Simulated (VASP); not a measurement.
Here is a VASP 6.6.1 calculation.

File INCAR:

```
SYSTEM = Se
PREC = Accurate
ENCUT = 520
EDIFF = 1E-7
ISMEAR = 0
SIGMA = 0.05
LREAL = .False.
LASPH = .True.
NELM = 100
ALGO = Normal
ISIF = 2
LWAVE = .False.
LCHARG = .False.
GGA = BF
LUSE_VDW = .True.
ZAB_VDW = -1.8867
NBANDS = 27
```

KPOINTS

```
Automatic mesh
0
Gamma
  7 7 3
  0 0 0
```

POSCAR

```
Se
1.0
    4.4190220000      0.0067670000     -0.0862430000
   -2.2036510000      3.7622040000      0.0337440000
   -0.1960220000     -0.0246120000      9.7755790000
Se
6
Direct
    0.2447975300      0.0260095200      0.0691493200
    0.1892024700      0.9739904800      0.5975173400
    0.0109650800      0.1940527400      0.4110197500
    0.9890349200      0.2399472600      0.9223135900
    0.7857886000      0.8089557600      0.2584392400
    0.7802114000      0.7570442400      0.7415607600
```

The input KPOINTS_OPT:

```
path XGY,LGZ,NGM,RG
15
line-mode
reciprocal
-0.5000000000  0.5000000000  0.0000000000  X
 0.0000000000  0.0000000000  0.0000000000  G

 0.0000000000  0.0000000000  0.0000000000  G
 0.0000000000  0.0000000000  0.5000000000  Y

-0.5000000000  0.5000000000  0.5000000000  L
 0.0000000000  0.0000000000  0.0000000000  G

 0.0000000000  0.0000000000  0.0000000000  G
 0.5000000000  0.0000000000 -0.5000000000  Z

 0.0000000000  0.5000000000 -0.5000000000  N
 0.0000000000  0.0000000000  0.0000000000  G

 0.0000000000  0.0000000000  0.0000000000  G
 0.5000000000  0.0000000000  0.0000000000  M

 0.0000000000  0.5000000000  0.0000000000  R
 0.0000000000  0.0000000000  0.0000000000  G
```

Potentials or basis: VASP PAW PBE potentials, release 54 (Se).

Command:

```bash
$ cat potpaw_PBE.54/Se/POTCAR > POTCAR
$ mpirun -np 1 vasp_std > vasp.out
```

(1) Predict the largest force.

(2) What does it give for the band gap on the k mesh?

(3) What does it give for the band gap along the path?

Results:

(1) 5.162 eV/Å.

(2) 0.47 eV, indirect (least direct gap 1.22 eV).

(3) 0.41 eV, indirect (least direct gap 1.24 eV).

Caveat: the PAW data sets were made with another functional, which shifts forces and pressure a little.
